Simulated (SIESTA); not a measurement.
The system is SnO.

```
Sn O
1.0
     3.81370    0.00000    0.00000
     0.00000    3.81370    0.00000
     0.00000    0.00000    4.88691
Sn O
2 2
Cartesian
  1.9068 0.0000 3.7367
  0.0000 1.9068 1.1503
  0.0000 0.0000 0.0000
  1.9068 1.9068 0.0000
```

The cell is a database's computed one.

Base run:

* Program: SIESTA 5.4.2
* Functional: PBE
* Potentials or basis: PseudoDojo 0.4 standard (PBE files)
* Basis: TZDP (energy shift 0.003 Ry; two zetas on semicore shells)
* Grid cutoff: 800 Ry
* Energy shift: 0.003 Ry
* k mesh: 7 × 7 × 6
* Occupations: fermi-dirac, width 0.05 eV
* Spin: no spin polarisation

Its results: band gap on the k mesh 0.36 eV, indirect (least direct gap 1.99 eV); pressure 5.8 GPa; largest force 0.816 eV/Å.

Q: The run is repeated on the same cell with these changes: basis from TZDP (energy shift 0.003 Ry; two zetas on semicore shells) to SZ (energy shift 0.003 Ry). What comes out?

A: Band gap on the k mesh 0.28 eV, indirect (least direct gap 1.28 eV); pressure 12.0 GPa; largest force 1.954 eV/Å.

Caveats: spin-orbit coupling is left out, which moves the levels of the heavy elements; an odd mesh through Γ misses points on the zone boundary, where band edges often lie; the basis of atomic orbitals isn't converged, which shifts pressures, moduli and gaps; the basis has no polarisation orbitals (some runs); forces of over 1 eV/Å show positions far from the minimum, so gaps and moduli don't describe the material at rest (some runs).
